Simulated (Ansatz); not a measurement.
KF, one cell by several methods

```xyz
2
Lattice="0.0000 2.6602 2.7002 2.6602 0.0000 2.7002 2.6602 2.6602 0.0000" Properties=species:S:1:pos:R:3 pbc="T T T"
K     0.0000    0.0000    0.0000
F     2.6602    2.6602    2.7002
```

Atoms are numbered in the order listed.

The conventional cell has a = 3.762 Å, b = 3.762 Å, c = 5.400 Å, α = 90.00°, β = 90.00°, γ = 90.00°. Around K (atom 1) lie 6 F at 2.66 to 2.70 Å. Around F (atom 2) lie 6 K at 2.66 to 2.70 Å.

The cell is COD entry 9008652, as deposited and not checked against the literature; nothing was relaxed. The listed cell was then made from it by scaling, straining or moving an atom.

Methods: DFT, PBE, PAW with Ansatz's default frozen-core files, scalar-relativistic (Ansatz 0.2.0); DFT, PBE, all-electron PAW with datasets made for the crystal, scalar-relativistic (Ansatz 0.2.0); DFT, PBE, all-electron LAPW, scalar-relativistic (Ansatz 0.2.0).

For PAW: a Γ-centred 9×9×9 k mesh, Fermi–Dirac smearing of 0.01 eV, cutoff 420 eV, no spin polarisation. The crystal-made all-electron datasets (AE datasets) take a cutoff of 280 eV at this cell. LAPW targets a basis error of 1 meV/atom. The Ansatz runs share mesh, smearing and spin set-up. Plane-wave (PAW) pressures include the program's estimate of the Pulay term.

Stress and pressure are positive in compression.

The change that made this cell: z strained by +1 % at fixed volume.

```
                                              quantity    PAW  AE datasets   LAPW
                                        pressure (GPa)   1.33         1.33   1.33
                                       stress xx (GPa)   1.61         1.61   1.61
                                       stress zz (GPa)   0.78         0.78   0.79
                                         band gap (eV)  6.164        6.159  6.159
largest principal field gradient Vzz at K1 (10²¹ V/m²)   0.40         0.39      –
largest principal field gradient Vzz at F2 (10²¹ V/m²)   0.18         0.18      –
```

PAW's pressure differs from the LAPW value by about 0.01 GPa or less.
